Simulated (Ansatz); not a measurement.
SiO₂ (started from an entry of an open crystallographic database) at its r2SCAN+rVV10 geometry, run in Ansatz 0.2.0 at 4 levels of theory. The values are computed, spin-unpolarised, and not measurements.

The LDA input:
```yaml
crystal:
  lattice:
    - [-2.8058995024, 2.8087755226, 2.3452081679]
    - [2.8058995024, -2.8087755226, 2.3452081679]
    - [2.8058995024, 2.8087755226, -2.3452081679]
  atoms:
    - { symbol: Si, position: [0.25, 0.25, 0.0] }
    - { symbol: Si, position: [0.75, 0.75, 0.0] }
    - { symbol: O, position: [0.1473070228, 0.8524439467, 0.9997509695] }
    - { symbol: O, position: [0.6473070228, 0.6475560533, 0.2948630761] }
    - { symbol: O, position: [0.3526929772, 0.3524439467, 0.7051369239] }
    - { symbol: O, position: [0.8526929772, 0.1475560533, 0.0002490305] }
kpoints:
  mp_grid: { grid: [8, 8, 8] }
  band_path:
    path:
      - [0.0, 0.0, 0.0]
      - [0.5, -0.5, 0.5]
      - [0.4242885037, 0.4242885037, -0.4242885037]
      - [0.5757114963, -0.4242885037, 0.4242885037]
      - [0.0, 0.5, 0.0]
      - [0.25, 0.25, 0.25]
      - [0.5, 0.0, 0.0]
    npoints: 1
hamiltonian:
  xc: lda
scf:
  occupations: { method: fixed }
  n_extra_bands: 5
output:
  forces: true
  stress: true
  eigenvalues: true
  write_density: true
  write_potential: true
  elf: true
  volumetric_format: npy
```

Main results, then, where recorded, the levels near the gap in eV from the Fermi energy (columns number the bands from 0), one row a point of the path (Γ, X, Λ₀, G₀, R, W, S):
```
Crystal: 6 atoms, lattice volume = 73.932 Å³
Symmetry: 8 space group operations
Space group: Ibam (ITA 72)
```
```
Basis set: ecut = 420 eV, 1479 PW (Γ)
k-points: 95 of 512
SCF converged after 6 iterations
Free energy (F): -3442.910872 eV
Fermi energy:    2.602721 eV
--- Forces (eV/Å), atoms counted from 1 ---
  atom   1  Si      0.00000      0.00000      0.00000
  atom   2  Si      0.00000      0.00000      0.00000
  atom   3  O       0.03565    -0.03460      0.00000
  atom   4  O     -0.03565    -0.03460      0.00000
  atom   5  O       0.03565      0.03460      0.00000
  atom   6  O     -0.03565      0.03460      0.00000
--- Stress (GPa, compression-positive) ---
       -1.355469       0.000000       0.000000
        0.000000      -1.358291       0.000000
        0.000000       0.000000      -1.509341
  P = ⅓ Tr σ = -1.4077 GPa (-14.077 kbar)
```
```tsv
band_12	band_13	band_14	band_15	band_16	band_17	band_18
-1.044	-0.817	-0.525	-0.525	4.797	9.339	9.348
-2.686	-1.102	-1.101	0.000	7.674	8.442	8.643
-2.590	-1.071	-1.070	-0.064	7.707	8.485	8.554
-2.590	-1.071	-1.070	-0.064	7.707	8.485	8.554
-1.185	-1.185	-1.078	-1.078	8.289	8.289	8.664
-1.103	-1.103	-0.840	-0.840	8.180	8.180	8.754
-1.185	-1.185	-1.079	-1.079	8.292	8.292	8.664
```

LDA gives an indirect gap of 4.80 eV, from X to Γ; the least direct gap is 5.32 eV at Γ.

r2SCAN. Against the first input these blocks differ (the band path and keys that only write files left aside):
```yaml
hamiltonian:
  xc: r2scan
```

```
Basis set: ecut = 500 eV, 1897 PW (Γ)
k-points: 95 of 512
SCF converged after 6 iterations
Free energy (F): -3557.511582 eV
Fermi energy:    2.480430 eV
--- Forces (eV/Å), atoms counted from 1 ---
  atom   1  Si      0.00000      0.00000      0.00000
  atom   2  Si      0.00000      0.00000      0.00000
  atom   3  O       0.03953    -0.03867      0.00000
  atom   4  O     -0.03953    -0.03867      0.00000
  atom   5  O       0.03953      0.03867      0.00000
  atom   6  O     -0.03953      0.03867      0.00000
--- Stress (GPa, compression-positive) ---
        0.902396       0.000000       0.000000
        0.000000       0.903909       0.000000
        0.000000       0.000000       0.484680
  P = ⅓ Tr σ = 0.7637 GPa (7.637 kbar)
```
```tsv
band_12	band_13	band_14	band_15	band_16	band_17	band_18
-1.061	-0.813	-0.530	-0.530	5.710	10.490	10.499
-2.660	-1.111	-1.110	0.000	8.784	9.573	9.718
-2.558	-1.080	-1.079	-0.065	8.828	9.613	9.638
-2.558	-1.080	-1.079	-0.065	8.828	9.613	9.638
-1.166	-1.166	-1.077	-1.077	9.400	9.400	9.792
-1.105	-1.105	-0.848	-0.848	9.264	9.264	9.913
-1.165	-1.165	-1.078	-1.078	9.402	9.402	9.792
```

With r2SCAN the valence top lies at X and the conduction bottom at Γ, 5.71 eV higher; the smallest vertical gap, at Γ, is 6.24 eV. The mean pressure at these positions is +0.76 GPa, compression counted positive.

HSE06. Against the first input these blocks differ (the band path and keys that only write files left aside):
```yaml
kpoints:
  mp_grid: { grid: [4, 4, 4] }
hamiltonian:
  xc: hse06
```

```
Basis set: ecut = 420 eV, 1479 PW (Γ)
k-points: 18 of 64
Exchange kernel: α = 0.2500, screened, ω = 0.2079 Å⁻¹, Wigner–Seitz truncation, v(0) = 1041.4526 eV·Å³, q-mesh 4×4×4
hybrid outer 1: dexx = +1.281e-2 eV, tail = 2.46e-5 eV
hybrid outer 2: dexx = +3.341e-7 eV, tail = 5.20e-9 eV, Δε = 1.33e-3 eV, ΔF = 5.56e-3 eV/Å
hybrid SCF converged: 2 outer / 12 inner (+2 warm-up)
Free energy (F): -3546.186488 eV
Fermi energy:    1.627018 eV
--- Forces (eV/Å), atoms counted from 1 ---
  atom   1  Si      0.00000      0.00000      0.00000
  atom   2  Si      0.00000      0.00000      0.00000
  atom   3  O       0.20108    -0.20008      0.00000
  atom   4  O     -0.20108    -0.20008      0.00000
  atom   5  O       0.20108      0.20008      0.00000
  atom   6  O     -0.20108      0.20008      0.00000
--- Stress (GPa, compression-positive) ---
        0.897545       0.000000       0.000000
        0.000000       0.899086       0.000000
        0.000000       0.000000       0.018897
  P = ⅓ Tr σ = 0.6052 GPa (6.052 kbar)
```
```tsv
band_12	band_13	band_14	band_15	band_16	band_17	band_18
-1.117	-0.849	-0.564	-0.564	6.830	11.635	11.644
-2.767	-1.184	-1.183	0.000	9.959	10.621	10.850
-2.619	-1.150	-1.149	-0.069	9.997	10.666	10.758
-2.619	-1.150	-1.149	-0.069	9.997	10.666	10.758
-1.239	-1.239	-1.120	-1.120	10.499	10.499	11.008
-1.157	-1.157	-0.904	-0.904	10.383	10.383	11.122
-1.239	-1.239	-1.120	-1.120	10.501	10.501	11.008
```

HSE06 gives an indirect gap of 6.83 eV, from X to Γ; the least direct gap is 7.39 eV at Γ. The mean pressure at these positions is +0.6 GPa, compression counted positive. The stress of a hybrid is loosely converged here.

PBE0. Against the first input these blocks differ (the band path and keys that only write files left aside):
```yaml
kpoints:
  mp_grid: { grid: [4, 4, 4] }
hamiltonian:
  xc: pbe0
```

```
Basis set: ecut = 420 eV, 1479 PW (Γ)
k-points: 18 of 64
Exchange kernel: α = 0.2500, full range, Wigner–Seitz truncation, v(0) = 9765.2223 eV·Å³, q-mesh 4×4×4
hybrid outer 1: dexx = +1.634e-2 eV, tail = 3.11e-5 eV
hybrid outer 2: dexx = +5.740e-7 eV, tail = 7.70e-9 eV, Δε = 1.28e-3 eV, ΔF = 5.83e-3 eV/Å
hybrid SCF converged: 2 outer / 11 inner (+2 warm-up)
Free energy (F): -3546.881279 eV
Fermi energy:    1.220014 eV
--- Forces (eV/Å), atoms counted from 1 ---
  atom   1  Si      0.00000      0.00000      0.00000
  atom   2  Si      0.00000      0.00000      0.00000
  atom   3  O       0.20666    -0.20564      0.00000
  atom   4  O     -0.20666    -0.20564      0.00000
  atom   5  O       0.20666      0.20564      0.00000
  atom   6  O     -0.20666      0.20564      0.00000
--- Stress (GPa, compression-positive) ---
        0.751208       0.000000       0.000000
        0.000000       0.752572       0.000000
        0.000000       0.000000      -0.115336
  P = ⅓ Tr σ = 0.4628 GPa (4.628 kbar)
```
```tsv
band_12	band_13	band_14	band_15	band_16	band_17	band_18
-1.122	-0.855	-0.562	-0.561	7.595	12.427	12.437
-2.785	-1.185	-1.184	0.000	10.747	11.396	11.640
-2.628	-1.151	-1.150	-0.069	10.784	11.441	11.546
-2.628	-1.151	-1.150	-0.069	10.784	11.441	11.546
-1.244	-1.244	-1.126	-1.126	11.280	11.280	11.799
-1.164	-1.164	-0.906	-0.906	11.163	11.163	11.912
-1.244	-1.244	-1.126	-1.126	11.282	11.282	11.798
```

With PBE0 the valence top lies at X and the conduction bottom at Γ, 7.59 eV higher; the smallest vertical gap, at Γ, is 8.16 eV. The mean pressure at these positions is +0.5 GPa, compression counted positive. The stress of a hybrid is loosely converged here.

The hybrids run on coarser meshes, which limits their stresses and small splittings of levels.

Totals of different functionals can't be compared.

The meshes of the hybrids are coarse, so their gaps aren't converged to the digits shown.
